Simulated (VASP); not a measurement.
# Mo (Im-3m) in VASP: further runs

Runs on Mo. Level: PBE. Tasks: relaxation of cell and atoms.

Program: VASP 6.6.1. These are calculated values, not measurements. Logs are shortened: lines on timing, memory, paths and dates and some standing lists are left out, and cuts for length are marked.

### 1 Starting point

The structure is cubic, space group Im-3m (No. 229). Conventional cell: a = 3.168 Å, b = 3.168 Å, c = 3.168 Å, α = 90.00°, β = 90.00°, γ = 90.00°. Around Mo (site symmetry m-3m) lie 8 Mo at 2.74 Å.

### 2 Relaxation of cell and atoms, PBE, target pressure 5 GPa, at which the enthalpy is minimised

The input, INCAR:

```
SYSTEM = Mo
PREC = Accurate ; ENCUT = 600
EDIFF = 1E-7 ; ISMEAR = -1
SIGMA = 0.05 ; LREAL = .False.
LASPH = .True. ; NELM = 80
ALGO = Normal ; ISIF = 3
LWAVE = .False. ; LCHARG = .False.
GGA = PE ; IBRION = 2
NSW = 40 ; EDIFFG = -0.01
PSTRESS = 50
```

The input, KPOINTS:

```
Automatic mesh
0
Gamma
  12 12 12
  0 0 0
```

The input, POSCAR:

```
Mo
1.0
   -1.5838089719      1.5838089719      1.5838089719
    1.5838089719     -1.5838089719      1.5838089719
    1.5838089719      1.5838089719     -1.5838089719
Mo
1
Direct
    0.0000000000      0.0000000000      0.0000000000
```

Potentials or basis: VASP PAW PBE potentials, release 64 (Mo_sv).

The run is started by

```console
cat potpaw_PBE.64/Mo_sv/POTCAR > POTCAR
mpirun -np 1 vasp_std > vasp.out
```

OUTCAR:

```text
SYSTEM = Mo
   PREC = Accurate
   ENCUT = 600
   EDIFF = 1E-7
   ISMEAR = -1
   LREAL = .False.
   LASPH = .True.
   NELM = 80
   ISIF = 3
   GGA = PE
   IBRION = 2
   NSW = 40
   EDIFFG = -0.01
   PSTRESS = 50

 ion  position               nearest neighbor table
   1  0.000  0.000  0.000-

  LATTYP: Found a body centered cubic cell.
 ALAT       =     3.1676179438

  Lattice vectors:

 A1 = (  -1.5838089719,   1.5838089719,   1.5838089719)
 A2 = (   1.5838089719,  -1.5838089719,   1.5838089719)
 A3 = (   1.5838089719,   1.5838089719,  -1.5838089719)

Analysis of symmetry for initial positions (statically):
=====================================================================
 Subroutine PRICEL returns:
 Original cell was already a primitive cell.

 Routine SETGRP: Setting up the symmetry group for a
 body centered cubic supercell.

 Subroutine GETGRP returns: Found 48 space group operations
 (whereof 48 operations were pure point group operations)
 out of a pool of 48 trial point group operations.

The static configuration has the point symmetry O_h .

Analysis of symmetry for dynamics (positions and initial velocities):
=====================================================================
 Subroutine PRICEL returns:
 Original cell was already a primitive cell.

 Routine SETGRP: Setting up the symmetry group for a
 body centered cubic supercell.

 Subroutine GETGRP returns: Found 48 space group operations
 (whereof 48 operations were pure point group operations)
 out of a pool of 48 trial point group operations.

The dynamic configuration has the point symmetry O_h .

 Subroutine INISYM returns: Found 48 space group operations
 (whereof 48 operations are pure point group operations),
 and found     1 'primitive' translations

----------------------------------------------------------------------------------------

                                     Primitive cell

  volume of cell :      15.8916

  direct lattice vectors                    reciprocal lattice vectors
    -1.583808972  1.583808972  1.583808972     0.000000000  0.315694638  0.315694638
     1.583808972 -1.583808972  1.583808972     0.315694638  0.000000000  0.315694638
     1.583808972  1.583808972 -1.583808972     0.315694638  0.315694638  0.000000000

[... 96 lines left out ...]
   ISMEAR =    -1;   SIGMA  =   0.05  broadening in eV -4-tet -1-fermi 0-gaus
   EFERMI_NEDOS =   21; number of points for ismear=-14 and -15
   IALGO  =     38    algorithm
   IMIX   =      4    mixing-type and parameters
     AMIX     =   0.40;   BMIX     =  1.00
     AMIX_MAG =   1.60;   BMIX_MAG =  1.00
  volume/ion in A,a.u.               =      15.89       107.24
  Fermi-wavevector in a.u.,A,eV,Ry     =   1.569380  2.965698 33.510508  2.462953
  Thomas-Fermi vector in A             =   2.671271
   LORBIT       =      0    0 simple, 1 ext, 2 COOP (PROOUT), +10 PAW based schemes
   GGA     = PE    functional components
   LHFCALC =     F    Hartree Fock is set to
   AEXX    =    0.0000 exact exchange contribution
   IVDW    =     0    specifies the selected vdW correction
   LEPSILON=     F    determine dielectric tensor
   LRPA    =     F    only Hartree local field effects (RPA)
 conjugate gradient relaxation of ions
 non-spin polarized calculation
  energy-cutoff  :      600.00
  volume of cell :       15.89
 maximum number of plane-waves:       555
 NGX is ok and might be reduce to    24
   NGX = 11   NGY = 11   NGZ = 11

--------------------------------------- Ionic step        1  -------------------------------------------

 number of electron      14.0000002 magnetization

 Free energy of the ion-electron system (eV)
  ---------------------------------------------------
  ext. energy  EPLUGINS =         0.00000000
  ---------------------------------------------------
  free energy    TOTEN  =       -10.95129809 eV

  energy without entropy =      -10.94873641  energy(sigma->0) =      -10.95001725

------------------------ aborting loop because EDIFF is reached ----------------------------------------

  FORCE on cell =-STRESS in cart. coord.  units (eV):
  Direction    XX          YY          ZZ          XY          YZ          ZX
  --------------------------------------------------------------------------------------
  -------------------------------------------------------------------------------------
  Total       -0.1443389     -0.1443389     -0.1443389      0.0000000      0.0000000     -0.0000000
  in kB      -14.5520932    -14.5520932    -14.5520932      0.0000000      0.0000000     -0.0000000
  external PRESSURE =     -64.5520932 kB  Pullay stress =      50.0000000 kB
[... 98 lines left out ...]
--------------------------------------- Ionic step        4  -------------------------------------------

 number of electron      14.0000002 magnetization

 Free energy of the ion-electron system (eV)
  ---------------------------------------------------
  ext. energy  EPLUGINS =         0.00000000
  ---------------------------------------------------
  free energy    TOTEN  =       -10.94733929 eV

  energy without entropy =      -10.94493035  energy(sigma->0) =      -10.94613482

 E-fermi :  12.6637     XC(G=0): -13.4321

 val. band max:       12.6013133429   @ k =  -0.1667   0.2500   0.0833
 cond. band min:      12.6777960755   @ k =   0.5000   0.5000   0.0833
 fundamental gap:      0.0764827326
 Fermi energy:        12.6636520808

 k-point     1 :       0.0000    0.0000    0.0000
  band No.  band energies     occupation
      1     -48.5687      2.00000
      2     -21.8184      2.00000
      3     -21.8184      2.00000
      4     -21.8184      2.00000
      5       5.4533      2.00000
      6      11.3352      2.00000
      7      11.3352      2.00000
      8      11.3352      2.00000
      9      14.3879      0.00000
     10      14.3879      0.00000
     11      27.5567      0.00000
[... 309 lines left out ...]
 k-point    24 :       0.4167    0.0833    0.0833
  band No.  band energies     occupation
      1     -48.2904      2.00000
      2     -23.1576      2.00000
      3     -22.3431      2.00000
      4     -21.9266      2.00000
      5       7.9282      2.00000
      6       9.2724      2.00000
      7      13.0547      0.00080
      8      14.5862      0.00000
      9      15.0874      0.00000
     10      19.1431      0.00000
     11      23.8830      0.00000

 [... further k-points ...]

------------------------ aborting loop because EDIFF is reached ----------------------------------------

  FORCE on cell =-STRESS in cart. coord.  units (eV):
  Direction    XX          YY          ZZ          XY          YZ          ZX
  --------------------------------------------------------------------------------------
  -------------------------------------------------------------------------------------
  Total        0.4831354      0.4831354      0.4831354      0.0000000      0.0000000      0.0000000
  in kB       49.8874039     49.8874039     49.8874039      0.0000000      0.0000000      0.0000000
  external PRESSURE =      -0.1125961 kB  Pullay stress =      50.0000000 kB
[... 20 lines left out ...]
  energy  without entropy=      -10.9449303526  energy(sigma->0) =      -10.94613482

  enthalpy is  TOTEN    =       -10.4631134849 eV   P V=        0.4842258074

 reached required accuracy - stopping structural energy minimisation
```

OSZICAR:

```text
N       E                     dE             d eps       ncg     rms          rms(c)
DAV:   1     0.100544695127E+03    0.10054E+03   -0.89482E+03  1592   0.145E+03
[... 31 lines left out ...]
   3 F= -.10463107E+02 E0= -.10461900E+02  d E =-.774725E-02
       N       E                     dE             d eps       ncg     rms          rms(c)
DAV:   1    -0.109474105152E+02    0.23301E-03   -0.18085E-03  1653   0.608E-01    0.943E-02
DAV:   2    -0.109473423314E+02    0.68184E-04   -0.14010E-04  1632   0.150E-01    0.164E-02
DAV:   3    -0.109473374149E+02    0.49165E-05   -0.22067E-05  1698   0.586E-02    0.145E-02
DAV:   4    -0.109473392544E+02   -0.18395E-05   -0.35024E-07  1639   0.713E-03    0.639E-04
DAV:   5    -0.109473392923E+02   -0.37893E-07   -0.31037E-08   867   0.222E-03
   4 F= -.10463113E+02 E0= -.10461909E+02  d E =-.775388E-02
```

CONTCAR:

```text
Mo
   1.00000000000000
    -1.5712411320209774    1.5712411320209774    1.5712411320209774
     1.5712411320209774   -1.5712411320209774    1.5712411320209774
     1.5712411320209774    1.5712411320209774   -1.5712411320209774
  Mo
     1
Direct
     1.0000000000000000    0.0000000000000000    1.0000000000000000

  0.00000000E+00  0.00000000E+00  0.00000000E+00
```

It took 22 s on 1 thread of Intel Xeon Platinum 8488C (Sapphire Rapids), shared host; peak memory 0.16 GiB.

Results:

```yaml
Free_energy: -10.9473 eV
Relaxed_volume: 15.52 Å³/atom
Relaxed_cell: a = 2.721 Å, b = 2.721 Å, c = 2.721 Å, α = 109.47°, β = 109.47°, γ = 109.47°
Space_group_after_relaxing_to_0.05_Å: Im-3m (No. 229)
Energy_change_on_relaxing_the_enthalpy_is_what_falls: +4.0 meV/atom
Ionic_steps: 4
Pressure_after_relaxing: 5.0 GPa
Band_gap_on_the_k_mesh: none (metal or under the smearing width)
```

Step by step:
```csv
step,energy change (eV),largest force (eV/Å),pressure (GPa),volume (Å³)
1,0.0000,0.0000,-1.46,15.89
2,0.1082,0.0000,28.13,14.46
3,0.0037,0.0000,4.80,15.53
4,0.0040,0.0000,4.99,15.52
```

Final structure:
```
Mo
1.0
    -1.57124    1.57124    1.57124
     1.57124   -1.57124    1.57124
     1.57124    1.57124   -1.57124
Mo
1
Direct
  0.00000 0.00000 0.00000
```

Caveat: the cell is relaxed towards a set pressure, so the enthalpy falls and the energy may rise.

[end of part 1 of 2]
